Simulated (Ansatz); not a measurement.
An Ansatz (a program for electronic structure) run: InN with a change (tensor shear ε_xy = −0.77 %); Ansatz r2SCAN, no spin-orbit coupling.

Input:

Ansatz 0.2 input:
```yaml
crystal:
  lattice:
    - [-0.0192469078, 2.4995984109, 2.4995984109]
    - [2.4995984109, -0.0192469078, 2.4995984109]
    - [2.4803515031, 2.4803515031, 0]
  atoms:
    - { symbol: N, position: [0.75, 0.75, 0.75] }
    - { symbol: In, position: [0, 0, 0] }
basis: { ecutwfc: 500, ecutrho_ratio: 4, xc_grid: 4, fft_grid_basis: typed }
kpoints: { mp_grid: { grid: [11, 11, 11] } }
hamiltonian:
  xc: r2scan
  dispersion: none
  pseudopotentials: { kind: paw }
scf: { occupations: { method: fermi_dirac, width: 0.05 }, convergence: { dr2_threshold: 0.0000000002 } }
relax: { f_tol: 0.005, max_steps: 50 }
output: { forces: true, stress: true }
checkpoint: { write: state.ck, write_every: 1000 }
```

Output (explanatory and most iteration lines left out):

```
Relaxation: its limit of steps is 50 (relax.max_steps)
Pseudopotential: N, paw, valence charge 5
Pseudopotential: In, paw, valence charge 13
Crystal: 2 atoms, lattice volume = 31.233 Å³
Basis set: ecut = 500 eV, 797 PW (Γ), exchange–correlation on 108×108×108 points (64 copies of the dense FFT grid, shifted against one another)
Bands: 13, of which v1, the nominal top of the filled ones, is band 9 counted from 1 (8 counted from 0)
Symmetry: 4 space group operations
Space group: Imm2 (ITA 44), of the structure as read, at distance tolerance 3.1e-5 Å
k-points: 216 of 1331 (time reversal used)
Functional: x = r2scan, c = r2scan; τ floored in thin density (d = 2e-4 eV/Å³)
SCF iter   1: F=—  HF=-5996.778147 eV  |F-HF|=—  |Δ(HF+E_count)|=         —  Δρ=8.68e-3  dr2=1.23e-2  dr2_τ=6.81e-2  ethr=1.77e-3  ⟨swp⟩=6.0  Hψ=15173  notcnv=0
SCF iter   2: F=—  HF=-5996.800708 eV  |F-HF|=—  |Δ(HF+E_count)|=   2.26e-2  Δρ=3.54e-3  dr2=2.32e-3  dr2_τ=1.13e-4  ethr=6.85e-5  ⟨swp⟩=2.2  Hψ=7395  notcnv=0
SCF 1 converged in 8 iterations: F = -5996.800920 eV  dr2 = 5.55e-11
relax step   1: F+E_penalty+E_count = -5996.80091957 eV  Δ(F+E_penalty+E_count) = +0.000e0 eV  max|allowed force component| = 1.433e-1 eV/Å  Δτ_max = 0.0000 Å  (8 SCF iters, accepted)
Crystal: 2 atoms, lattice volume = 31.233 Å³
SCF iter   1: F=—  HF=-5996.801443 eV  |F-HF|=—  |Δ(HF+E_count)|=         —  Δρ=7.44e-4  dr2=1.11e-4  dr2_τ=8.79e-4  ethr=6.23e-7  ⟨swp⟩=2.1  Hψ=12163  notcnv=0
SCF iter   2: F=—  HF=-5996.801801 eV  |F-HF|=—  |Δ(HF+E_count)|=   3.58e-4  Δρ=2.16e-4  dr2=1.35e-5  dr2_τ=2.69e-6  ethr=6.17e-7  ⟨swp⟩=2.0  Hψ=4753  notcnv=0
SCF 2 converged in 7 iterations: F = -5996.801803 eV  dr2 = 1.54e-11
relax step   2: F+E_penalty+E_count = -5996.80180267 eV  Δ(F+E_penalty+E_count) = -8.831e-4 eV  max|allowed force component| = 5.852e-2 eV/Å  Δτ_max = 0.0044 Å  (7 SCF iters, accepted)
Crystal: 2 atoms, lattice volume = 31.233 Å³
SCF iter   1: F=—  HF=-5996.801808 eV  |F-HF|=—  |Δ(HF+E_count)|=         —  Δρ=5.15e-4  dr2=5.30e-5  dr2_τ=4.19e-4  ethr=2.94e-6  ⟨swp⟩=2.1  Hψ=9087  notcnv=0
SCF iter   2: F=—  HF=-5996.801978 eV  |F-HF|=—  |Δ(HF+E_count)|=   1.70e-4  Δρ=1.49e-4  dr2=6.45e-6  dr2_τ=1.29e-6  ethr=2.95e-7  ⟨swp⟩=2.0  Hψ=6481  notcnv=0
SCF 3 converged in 7 iterations: F = -5996.801980 eV  dr2 = 4.15e-11
relax step   3: F+E_penalty+E_count = -5996.80197955 eV  Δ(F+E_penalty+E_count) = -1.769e-4 eV  max|allowed force component| = 1.478e-5 eV/Å  Δτ_max = 0.0030 Å  (7 SCF iters, accepted)
Crystal: 2 atoms, lattice volume = 31.233 Å³
SCF iter   1: F=—  HF=-5996.801980 eV  |F-HF|=—  |Δ(HF+E_count)|=         —  Δρ=4.14e-7  dr2=4.15e-11  dr2_τ=1.11e-12  ethr=1.00e-12  ⟨swp⟩=2.0  Hψ=17487  notcnv=0
SCF iter   2: F=-5996.801980 eV  HF=-5996.801980 eV  |F-HF|=4.55e-12  |Δ(HF+E_count)|=  1.36e-11  Δρ=2.04e-7  dr2=1.18e-11  dr2_τ=2.88e-12  ethr=1.00e-12  ⟨swp⟩=4.0  Hψ=8201  notcnv=0
SCF 4 converged in 2 iterations: F = -5996.801980 eV  dr2 = 1.18e-11
SCF converged after 2 iterations
Free energy (F): -5996.801980 eV
Internal energy: -5996.801657 eV  (E = F + TS)
E sigma→0 (E₀):  -5996.801818 eV
Entropy (-TS):   -0.000322 eV (-0.161 meV/atom)
Fermi energy:    9.294361 eV
--- Forces (eV/Å), atoms counted from 1 ---
  atom   1  N      0.00000000    -0.00000000    -0.00001411
  atom   2  In     0.00000000     0.00000000     0.00001499
--- Stress (GPa, compression-positive) ---
       -0.003312       1.292645       0.000000
        1.292645      -0.003312       0.000000
       -0.000000       0.000000      -0.015656
  P = ⅓ Tr σ = -0.0074 GPa (-0.074 kbar)
--- Relaxed structure (3 steps of the walk, 3 accepted, 0 SCFs on fresh bases) ---
  atoms:
    - { symbol: N, position: [0.7485201184541809, 0.7485201184541809, 0.7514798815458191] }
    - { symbol: In, position: [0.0014798815458190982, 0.0014798815458190982, -0.0014798815458190982] }
```

The cells carry an imposed strain or load. Stability against distortions was not tested. The final runs are not spin-polarised. The cell was made from InN in the zinc blende structure (space group F-43m, No. 216) by this change: tensor shear ε_xy = −0.77 %. This is not the structure that InN has at room temperature and ambient pressure.
